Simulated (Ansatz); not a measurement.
All numbers below come from DFT PBE, scalar-relativistic, plane waves, PAW in Ansatz. Settings: cutoff 420 eV, Γ-centred meshes spaced at most about 0.3 Å⁻¹, and about 0.25 Å⁻¹ or finer for metals (2π included), Gaussian smearing. No spin polarisation in the final relaxations.

All energies are static (0 K, no zero-point motion). Lower structures may exist.

Question: Order these relaxed structures of TiAl by energy, lowest first, with the energy over the lowest of them.
A.

```
CELL_PARAMETERS angstrom
3.18619 0.00000 0.00000
0.00000 3.18619 0.00000
0.00000 0.00000 3.18619
ATOMIC_POSITIONS crystal
Ti 0.50000 0.50000 0.50000
Al 0.00000 0.00000 0.00000
```

B.

```
CELL_PARAMETERS angstrom
2.82320 0.00000 0.00000
0.00000 2.82320 0.00000
0.00000 0.00000 4.07344
ATOMIC_POSITIONS crystal
Ti 0.00000 0.00000 0.00000
Al 0.50000 0.50000 0.50000
```

C.

```
CELL_PARAMETERS angstrom
2.80225 0.00000 0.00000
-1.40112 2.42682 0.00000
0.00000 0.00000 5.35497
ATOMIC_POSITIONS crystal
Ti 0.00000 0.00000 0.00000
Al 0.00000 0.00000 0.50000
```

D.

```
CELL_PARAMETERS angstrom
4.62883 0.00000 0.00000
0.00000 2.86618 0.00000
0.00000 0.00000 4.89176
ATOMIC_POSITIONS crystal
Ti 0.25000 0.50000 0.66088
Ti 0.75000 0.50000 0.33912
Al 0.75000 0.00000 0.83861
Al 0.25000 0.00000 0.16139
```

Answer: B (0 meV/atom), D (43 meV/atom), A (141 meV/atom), C (795 meV/atom). Forms: B CuAu (L1_0) type, P4/mmm; D AuCd (B19) type, Pmma; A caesium chloride type, Pm-3m; C P6/mmm. Counting all near atoms (those within 1.25 times the shortest distance at each site; a plus sign parts nearer from farther groups): B has Ti 12, Al 12; D has Ti 12, Al 12; A has Ti 8+6, Al 8+6; C has Ti 8, Al 8.

A magnetic state wasn't ruled out in cells without spin, among them Pmma. The P4/mmm cell at 16.2 Å³/atom was relaxed from a cell as deposited in COD. The Pm-3m cell at 16.2 Å³/atom was relaxed from a measured cell (COD). With atoms moved at random, P4/mmm came back. Other cells relaxed within their symmetry can be saddle points. The Pmma cell of TiAl came from shaking the Pm-3m one. Some candidate types were left out of the draw beforehand, so a known form may be missing.
